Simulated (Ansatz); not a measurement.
Runs of Ansatz 0.2.0 on MgS. Symmetry: F-43m, No. 216, cubic system. Conventional cell: a = 5.666 Å, b = 5.666 Å, c = 5.666 Å, α = 90.00°, β = 90.00°, γ = 90.00°. S (site symmetry -43m) has 4 Mg at 2.45 Å as nearest neighbours. Around Mg (site symmetry -43m) lie 4 S at 2.45 Å. The cell comes from a database or a generator and needn't be the stable form of this composition.

```tsv
task	level	potentials or basis	spin	cell	k mesh	cutoff (eV)	smearing	points for each segment of the path	mesh quality	gap on the mesh (eV)	pressure (GPa)
single point	PBEsol+D3(BJ)	JTH PAW	off	as given	8 × 8 × 8	900	fermi-dirac 0.15 eV	-	not flagged	(a)	(b)
electron localisation function	CAM-B3LYP+D3(BJ)-ATM	Ansatz PAW	off	as given	5 × 5 × 5	420	gaussian 0.05 eV	-	not flagged	7.41	-2.8
electron localisation function	LDA+D4	JTH PAW	non-collinear, ferromagnetic start	as given	8 × 8 × 8	900	cold 0.05 eV	-	not flagged	(c)	-4.0
band structure	r2SCANh+D3(BJ)	Ansatz NC	off	as given	4 × 4 × 4	1143	fixed	4	coarse	4.74	-1.2
```

Question: Estimate the missing entries.

Answer: (a) 3.28; (b) -2.1; (c) 3.16.

Caveats: some runs use coarse meshes; the thresholds are loose for stress (some runs); the dispersion damping was fitted for another functional or another form of the correction (some runs); odd divisions of the mesh miss points on the zone boundary, where band edges often lie, so the gap on the mesh can be too wide (some runs); the PAW data sets come from PBE, with cores solved anew for the run's functional, which leaves a small shift of forces and pressure (some runs); the starting moments weren't kept (some runs); the potentials were made for another functional, which shifts forces and pressure (some runs).

A k mesh can miss the band edges.
